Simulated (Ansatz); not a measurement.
# PbS in Ansatz: reference runs

Reference runs on PbS: the cell as given.

Everything below comes from runs of Ansatz 0.2.0. Logs are shortened: lines on timing, memory, paths and dates and some standing lists are left out, and cuts for length are marked.

## (1) The cell of the first run

The cell holds a slab with vacuum, 8 atoms: a = 4.225 Å, b = 4.227 Å, c = 23.998 Å, α = 90.00°, β = 90.00°, γ = 90.00°.

## (2) Single point, PBE (the (0 1 2) slab of PbS, cut from the database cell, not relaxed)

Contents of input.yaml:

```yaml
crystal:
  lattice:
    - [4.2253234116, 0.0, 0.0]
    - [0.0, 4.226919105, 0.0]
    - [0.0, 0.0, 23.9980080603]
  atoms:
    - { symbol: S, position: [0.5, 0.4508071274, 0.3125259389] }
    - { symbol: Pb, position: [0.0, 0.961871762, 0.3139032273] }
    - { symbol: S, position: [0.0, 0.9511845636, 0.4370495501] }
    - { symbol: Pb, position: [0.5, 0.4622491982, 0.4384268386] }
    - { symbol: S, position: [0.5, 0.4515619998, 0.5615731614] }
    - { symbol: Pb, position: [0.0, 0.9626266344, 0.5629504499] }
    - { symbol: S, position: [0.0, 0.951939436, 0.6860967727] }
    - { symbol: Pb, position: [0.5, 0.4630040706, 0.6874740611] }
hamiltonian:
  xc: pbe
  pseudopotentials: { kind: paw }
kpoints:
  mp_grid: { grid: [6, 6, 1] }
scf:
  occupations: { method: fermi_dirac, width: 0.05 }
output:
  forces: true
  eigenvalues: true
efield:
  axis: 3
  dipole_correction: true
  ramp_width: 0.04
```

Potentials or basis: Ansatz PAW.

Run with:

```
> ansatz run input.yaml --threads 4 --pin off --max-ram 11264MiB --backend cpu --events-out ev --progress --plain --runs-dir out
```

What it wrote:

```text
Warning: RAYON_NUM_THREADS=4 ignored (pool sized by the plan → 4); use --threads N
Engine: ansatz 0.2.0, aarch64-unknown-linux-gnu
Pseudopotentials: kind: paw
Pseudopotential: S, paw, valence charge 6, recommended cutoff 420 eV (normal), S.paw.azcp
Pseudopotential: Pb, paw, valence charge 14, recommended cutoff 420 eV (normal), Pb.paw.azcp
Functional definition: PBE
  parameter kappa = 0.804
  parameter beta = 0.06672455060314922
  exchange = pbe_x(kappa = kappa, mu = beta*pi^2/3)
  correlation = pbe_c(beta = beta)
Crystal: 8 atoms, lattice volume = 428.607 Å³
Basis set: ecut = 420 eV, 8269 PW (Γ), exchange–correlation on 60×60×324 points (8 copies of the dense FFT grid, shifted against one another)
Bands: 48, of which v1, the nominal top of the filled ones, is band 40 counted from 1 (39 counted from 0)
Symmetry: 2 space group operations
Space group: Pm (ITA 6), of the structure as read, at distance tolerance 7.5e-5 Å
k-points: 16 of 36 (time reversal used)
Non-local potential: S, projectors of the file, l = 0: 2, l = 1: 2, l = 2: 2
Non-local potential: Pb, projectors of the file, l = 0: 2, l = 1: 2, l = 2: 2, l = 3: 2
PAW form: soft (Blöchl's): semilocal exchange-correlation on the pseudo side does not see the compensation charge
PAW one-centre angular grid: S, 110 points (default); XC on 64 Gauss nodes
PAW one-centre angular grid: Pb, 590 points (default); XC on 64 Gauss nodes
Initial density: superposition of atomic densities (neutral atoms: chi_scale 0, normalization atom), corrected by the library's trained network
Initial wavefunctions: pseudopotential atomic-orbital guess
Functional: x = pbe(κ = 0.804, μ = 0.2195149727645171), c = pbe(β = 0.06672455060314922)
SCF iter   1: F=—  HF=-51237.749035 eV  |F-HF|=—  |Δ(HF+E_count)|=         —  Δρ=1.25e-3  dr2=3.73e-2  ethr=1.77e-3  p=0.028 e·Å  D=1.16e-2 V/Å  ΔV_dip=-0.28 eV  dr2_dipole=2.71e-3  V_vac-E_F(+/−)=3.79/4.07 eV  ⟨swp⟩=7.6  Hψ=3478  notcnv=0  defer=3
efield: sawtooth ramp at fractional position 0.9800 (placed from the atoms, in the widest stretch of the axis that holds none; the zero of the levels goes with the place), width 0.0400; the density the first Hamiltonian is built on has a dipole p = 0.028 e·Å; the dipole correction subtracts the counter field D = 1.16e-2 V/Å, which shifts the + side's vacuum level by -0.28 eV against the − side's; the planar-averaged density in the ramp window peaks in size at 1.1e-5 e/Å³
preconditioner: auto → Resta (q_TF=auto, 2.063 Å⁻¹)  ε∞=2.3  [insulator: Δε(μ)=1.002 eV  Ē_g=13.825 eV  σ=0.050 eV  W_gap=1.00  n_scr=58 (ndim 8)  ℏωp=16.0 eV  f_vac=0.468  D(μ)=0.00/eV (n_scr^D=0)  ε∞_Penn≈2.3  vacuum switching on, ρ_ref=1.4e-2 e/Å³]
SCF iter   2: F=—  HF=-51237.747671 eV  |F-HF|=—  |Δ(HF+E_count)|=   1.36e-3  Δρ=9.47e-4  dr2=2.58e-2  ethr=4.66e-5  p=0.053 e·Å  D=2.26e-2 V/Å  ΔV_dip=-0.54 eV  dr2_dipole=8.52e-3  V_vac-E_F(+/−)=3.62/4.17 eV  ⟨swp⟩=2.8  Hψ=1237  notcnv=0  defer=33
SCF iter   3: F=—  HF=-51237.744669 eV  |F-HF|=—  |Δ(HF+E_count)|=   3.00e-3  Δρ=3.70e-4  dr2=2.69e-3  ethr=3.22e-5  p=0.031 e·Å  D=1.29e-2 V/Å  ΔV_dip=-0.31 eV  dr2_dipole=1.42e-3  V_vac-E_F(+/−)=3.73/4.03 eV  ⟨swp⟩=2.1  Hψ=943  notcnv=0  defer=33
SCF iter   4: F=—  HF=-51237.744553 eV  |F-HF|=—  |Δ(HF+E_count)|=   1.16e-4  Δρ=2.48e-4  dr2=9.62e-4  ethr=3.37e-6  p=0.041 e·Å  D=1.72e-2 V/Å  ΔV_dip=-0.41 eV  dr2_dipole=2.67e-4  V_vac-E_F(+/−)=3.63/4.04 eV  ⟨swp⟩=1.9  Hψ=857  notcnv=0  defer=29
SCF iter   5: F=—  HF=-51237.744528 eV  |F-HF|=—  |Δ(HF+E_count)|=   2.48e-5  Δρ=1.06e-4  dr2=8.31e-5  ethr=1.20e-6  p=0.038 e·Å  D=1.61e-2 V/Å  ΔV_dip=-0.39 eV  dr2_dipole=3.36e-6  V_vac-E_F(+/−)=3.63/4.02 eV  ⟨swp⟩=1.9  Hψ=855  notcnv=0  defer=29
SCF iter   6: F=—  HF=-51237.744665 eV  |F-HF|=—  |Δ(HF+E_count)|=   1.37e-4  Δρ=3.47e-5  dr2=6.29e-6  ethr=1.04e-7  p=0.038 e·Å  D=1.60e-2 V/Å  ΔV_dip=-0.38 eV  dr2_dipole=2.43e-7  V_vac-E_F(+/−)=3.62/4.01 eV  ⟨swp⟩=2.0  Hψ=1043  notcnv=0  defer=28
SCF iter   7: F=—  HF=-51237.744670 eV  |F-HF|=—  |Δ(HF+E_count)|=   4.93e-6  Δρ=1.05e-5  dr2=6.26e-7  ethr=7.86e-9  p=0.038 e·Å  D=1.60e-2 V/Å  ΔV_dip=-0.38 eV  dr2_dipole=6.04e-9  V_vac-E_F(+/−)=3.62/4.00 eV  ⟨swp⟩=2.0  Hψ=1252  notcnv=0  defer=30
SCF iter   8: F=-51237.744671 eV  HF=-51237.744671 eV  |F-HF|=2.91e-8  |Δ(HF+E_count)|=   5.74e-7  Δρ=3.62e-6  dr2=9.18e-8  ethr=1.25e-10  p=0.038 e·Å  D=1.60e-2 V/Å  ΔV_dip=-0.38 eV  dr2_dipole=1.20e-9  V_vac-E_F(+/−)=3.62/4.00 eV  ⟨swp⟩=11.5  Hψ=4140  notcnv=0
SCF 1 converged in 8 iterations: F = -51237.744671 eV  dr2 = 9.18e-8
SCF converged after 8 iterations
Free energy (F): -51237.744671 eV
Harris-Foulkes:  -51237.744671 eV  (|F-HF|=2.91e-8)
Internal energy: -51237.744654 eV  (E = F + TS)
E sigma→0 (E₀):  -51237.744662 eV
Entropy (-TS):   -0.000017 eV (-0.002 meV/atom)
Fermi energy:    2.239658 eV
Dipole field:    D = 0.015987 V/Å  (p = 0.037866 e·Å, saw-weighted, corrected)
Work function:   Φ+ = 3.6190 eV   Φ− = 4.0026 eV
Levels:          The Fermi level and band energies are counted from a zero that moves with the ramp; work functions are not
--- Per-component energies (eV) ---
  E_band       = -732.187608
  E_kinetic    = 1568.601808
  E_local      = -39158.040701  (includes V_loc(G=0)·N_el)
  E_nonlocal   = 1513.817244
  E_hartree    = 18781.603805
  E_xc         = -1271.006350
  E_vxc        = -877.699784  (∫ρ·V_xc dr)
  E_paw        = -44013.822840  (= ΣΔE_a)
  E_vpaw       = -1342.067546  (= ΣTr[D̂ρ^β])
  E_aug_tail   = 0.000200  (compensation charges beyond the density's cutoff)
  E_efield     = 0.000303  (sawtooth field / dipole correction)
  E_vefield    = -0.007849  (∫n·V_field dr)
  E_ewald      = 11341.101879
  E_smearing   = -0.000017  (= −TS)
  E_closure    = -0.000000  (closes the sum)
  Σ components = -51237.744671   (vs F -51237.744671, Δ=0.00e0)
--- Forces (eV/Å), atoms counted from 1 ---
  atom   1  S      0.00000000    -0.02391495     0.33055202
  atom   2  Pb     0.00000000     0.02502691     0.22887455
  atom   3  S     -0.00000000     0.02697348    -0.29723851
  atom   4  Pb    -0.00000000    -0.02668399    -0.55788919
  atom   5  S      0.00000000     0.03006416     0.60670314
  atom   6  Pb     0.00000000    -0.02874158     0.23334920
  atom   7  S      0.00000000    -0.02704695    -0.14043493
  atom   8  Pb    -0.00000000     0.02432837    -0.40396178
  max |Σ_I F_I| component: 4.55e-5 eV/Å
--- Band table (eV; the first three rows and the last of 16) ---
  k-point 0: bands = ["-15.2042", "-15.1249", "-15.1247", "-15.0982", "-15.0574", "-14.9311", "-14.8984", "-14.8942", "-14.8595", "-14.8500", "-14.8498", "-14.8100", "-14.8097", "-14.8020", "-14.7996", "-14.7744", "-14.7631", "-14.7478", "-14.7477", "-14.7334", "-11.3342", "-10.8258", "-10.2607", "-9.8899", "-5.3409", "-5.2168", "-4.7978", "-4.2937", "-2.3957", "-1.2384", "-1.2381", "-0.8013", "-0.7939", "-0.7836", "-0.3686", "-0.3637", "-0.0731", "-0.0699", "0.3417", "0.7711", "3.5908", "4.5320", "5.2146", "5.7628", "6.0363", "6.5078", "6.5720", "6.6679"]
  k-point 1: bands = ["-15.1957", "-15.1282", "-15.1243", "-15.0902", "-15.0638", "-14.9197", "-14.8909", "-14.8848", "-14.8664", "-14.8536", "-14.8494", "-14.8135", "-14.8098", "-14.7995", "-14.7887", "-14.7682", "-14.7670", "-14.7520", "-14.7512", "-14.7367", "-11.1913", "-10.7028", "-10.1749", "-9.8361", "-5.7398", "-5.6112", "-5.2267", "-4.7505", "-2.2486", "-1.0210", "-0.9777", "-0.5881", "-0.5121", "-0.4297", "-0.1853", "-0.0089", "0.1011", "0.2321", "0.4297", "0.8976", "3.4129", "4.4590", "4.8019", "5.5237", "5.6309", "5.8283", "5.9371", "5.9661"]
  k-point 2: bands = ["-15.1802", "-15.1348", "-15.1237", "-15.0765", "-15.0729", "-14.9023", "-14.8800", "-14.8737", "-14.8641", "-14.8597", "-14.8491", "-14.8190", "-14.8108", "-14.7990", "-14.7764", "-14.7658", "-14.7632", "-14.7619", "-14.7473", "-14.7400", "-10.8072", "-10.4088", "-10.0320", "-9.7387", "-6.4077", "-6.2713", "-6.0307", "-5.6215", "-1.7752", "-0.5093", "-0.4485", "-0.3264", "-0.0750", "0.2187", "0.2372", "0.3739", "0.4977", "0.9323", "1.1687", "1.3458", "3.0561", "3.4504", "3.8640", "4.1891", "4.2577", "4.5812", "4.6954", "4.7030"]
  k-point 15: bands = ["-15.1596", "-15.1579", "-15.1365", "-15.1363", "-15.0329", "-14.9716", "-14.9153", "-14.8633", "-14.8632", "-14.8483", "-14.8420", "-14.8306", "-14.8233", "-14.8232", "-14.8122", "-14.7549", "-14.7548", "-14.7501", "-14.7337", "-14.7104", "-9.9815", "-9.8694", "-9.5868", "-9.2478", "-5.8276", "-5.7114", "-5.4004", "-5.3120", "-2.9074", "-2.9073", "-2.3949", "-2.3946", "-1.8302", "-1.8300", "-1.4273", "-1.4273", "-0.7596", "-0.7495", "0.5205", "0.7269", "4.1033", "4.4085", "6.0590", "6.0595", "6.2839", "6.2907", "6.5667", "6.5671"]
```

Wall time 8.1 s (4 threads of Arm Neoverse V2, shared host); peak memory 0.88 GiB.

Results:

| Property | Result |
| --- | --- |
| Free energy | -51237.7447 eV |
| Largest force | 0.607 eV/Å |
| Band gap on the k mesh | 0.90 eV, direct |
| Work function of the upper face | 3.62 eV |
| Work function of the lower face | 4.00 eV |
| Dipole across the slab | 0.038 e·Å |

Forces on the atoms (eV/Å):
```
S    0.000 -0.024  0.331
Pb   0.000  0.025  0.229
S    0.000  0.027 -0.297
Pb   0.000 -0.027 -0.558
S    0.000  0.030  0.607
Pb   0.000 -0.029  0.233
S    0.000 -0.027 -0.140
Pb   0.000  0.024 -0.404
```

Caveat: spin-orbit coupling is left out, which as a rule narrows the gap of such compounds by several tenths of an eV.
